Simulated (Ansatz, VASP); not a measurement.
Nb in VASP and in Ansatz

```
Nb
1.0
     0.00000    2.11500    2.11500
     2.11500    0.00000    2.11500
     2.11500    2.11500    0.00000
Nb
1
Direct
  0.00000 0.00000 0.00000
```

This isn't the form of Nb at room conditions, which is bcc.

Alike in both runs: functional PBEsol; k mesh 11 × 11 × 11; occupations fermi-dirac, width 0.05 eV; non-collinear spin, spin-orbit coupling.

|  | VASP | Ansatz |
| --- | --- | --- |
| version | VASP 6.6.1 | Ansatz 0.2.0 |
| potentials or method | VASP PAW PBE potentials, release 64 (Nb_sv) | Ansatz PAW |
| plane-wave cutoff (eV) | 520 | 420 |
| valence electrons in the cell | 13 | 13 |
| task | single point | band structure |

|  | VASP | Ansatz | Ansatz less VASP |
| --- | --- | --- | --- |
| gap on the k mesh at the Fermi level (eV) | none | none | - |
| pressure (GPa) | -7.7 | -7.3 | +0.31 |
| net moment per atom (μB) | 0.00 | 0.00 | 0.000 |

A gap of «none» marks a metal or a gap that the smearing closes.

Caveats: the PAW data sets were made with another functional, which shifts forces and pressure a little (VASP); the PAW data sets come from PBE, with cores solved anew for the run's functional, which leaves a small shift of forces and pressure (Ansatz).
